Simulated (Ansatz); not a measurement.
A run of Ansatz 0.2.0 is set up as follows.

Contents of input.yaml:

```yaml
crystal:
  lattice:
    - [1.4284348394, 0.824707239, 4.5839315268]
    - [-1.4284348394, 0.824707239, 4.5839315268]
    - [0.0, -1.6494144781, 4.5839315268]
  atoms:
    - { symbol: Mn, position: [0.0, 0.0, 0.0], spin: 4.0 }
    - { symbol: O, position: [0.73563551, 0.73563551, 0.73563551] }
    - { symbol: O, position: [0.26436449, 0.26436449, 0.26436449] }
hamiltonian:
  xc: pbesol
  pseudopotentials: { kind: paw }
  dispersion: d4
magnetization:
  spin_polarized: true
kpoints:
  mp_grid: { grid: [11, 11, 11] }
scf:
  occupations: { method: fermi_dirac, width: 0.05 }
output:
  forces: true
  stress: true
  eigenvalues: true
relax:
  f_tol: 0.01
  max_steps: 40
  cell: { stress_tol: 0.05 }
```

Potentials or basis: Ansatz PAW.

Command:

```bash
$ ansatz run input.yaml --threads 2 --pin off --max-ram 5632MiB --backend cpu --events-out ev --progress --plain --runs-dir out
```

Task: What does it give for the band gap on the k mesh?

Result: 0.70 eV, indirect (least direct gap 0.77 eV).

Task: Predict the net moment.

Result: 3.00 μB per cell.

Task: What does it give for the absolute moment?

Result: 3.03 μB per cell.

Final structure:
```
CELL_PARAMETERS angstrom
1.41860 0.81903 4.49219
-1.41860 0.81903 4.49219
0.00000 -1.63806 4.49219
ATOMIC_POSITIONS crystal
Mn 0.00000 0.00000 0.00000
O 0.73694 0.73694 0.73694
O 0.26306 0.26306 0.26306
```

Caveat: odd divisions of the mesh miss points on the zone boundary, where band edges often lie, so the gap on the mesh can be too wide; the plane-wave basis is chosen anew once the cell has moved, so the energies of steps on either side of that aren't comparable; a cell with one magnetic atom can't hold antiferromagnetic order, which such compounds often take. A k mesh can miss the band edges.
